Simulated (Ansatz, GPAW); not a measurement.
This is a calculation of Sb for GPAW 26.7.0 (ASE script). This isn't the form of Sb at room conditions, which is rhombohedral.

The input run.py:

```python
from ase import Atoms
from ase.dft.bandgap import bandgap
from ase.io import write
from ase.units import GPa
from gpaw import GPAW, PW

atoms = Atoms(['Sb'],
              cell=[[3.16, 0.0, 0.0],
                    [0.0, 3.16, 0.0],
                    [0.0, 0.0, 3.16]],
              scaled_positions=[[0.0, 0.0, 0.0]],
              pbc=True)

calc = GPAW(mode=PW(600),
            xc='LDA',
            kpts={'size': (8, 8, 8), 'gamma': True},
            occupations={'name': 'methfessel-paxton', 'order': 0, 'width': 0.1},
            nbands=15,
            convergence={'density': 1e-05, 'energy': 1e-05},
            maxiter=150,
            txt='gpaw.txt')
atoms.calc = calc
energy = atoms.get_potential_energy()
forces = atoms.get_forces()
stress = atoms.get_stress()
calc.write('gs.gpw')
write('result.traj', atoms)
print(f'Energy: {energy:.6f} eV')
print('Forces (eV/A):')
print(forces.round(4))
print('Stress (GPa):', (stress / GPa).round(3))
print('Fermi level:', round(calc.get_fermi_level(), 4), 'eV')
print(f'Gap: {bandgap(calc)[0]:.4f} eV, direct: {bandgap(calc, direct=True)[0]:.4f} eV')
```

Potentials or basis: the program's PAW data sets (release 1.2.1) made for this functional, pw.

Command:

```console
$ OMP_NUM_THREADS=1 python run.py
```

**Question.** Set up the same calculation for Ansatz 0.2.0. Potentials or basis there: all-electron LAPW, scalar-relativistic.

**Answer.** As run (cutoffs and basis follow the program's own potentials, and thresholds, step limits or extra output files can differ):

The input input.yaml:

```yaml
crystal:
  lattice:
    - [3.16, 0.0, 0.0]
    - [0.0, 3.16, 0.0]
    - [0.0, 0.0, 3.16]
  atoms:
    - { symbol: Sb, position: [0.0, 0.0, 0.0] }
kpoints:
  mp_grid: { grid: [8, 8, 8] }
scf:
  occupations: { method: gaussian, width: 0.1 }
hamiltonian:
  xc: lda
  pseudopotentials: { kind: all_electron, lapw: { basis_error: 0.001 } }
output:
  forces: true
  stress: true
  eigenvalues: true
```

Potentials or basis: all-electron LAPW, scalar-relativistic.

Run with:

```sh
$ ansatz run input.yaml --threads 1 --pin off --max-ram 3072MiB --backend cpu --events-out ev --progress --plain --runs-dir out
```

Both were run:

|  | GPAW | Ansatz |
| --- | --- | --- |
| Pressure | -6.0 GPa | -5.7 GPa |

Where Ansatz's input types no cutoff or centring, it takes its own default and a Γ-centred mesh.

The two programs' LDA may be different fits to the electron gas.

Pressure is positive in compression.
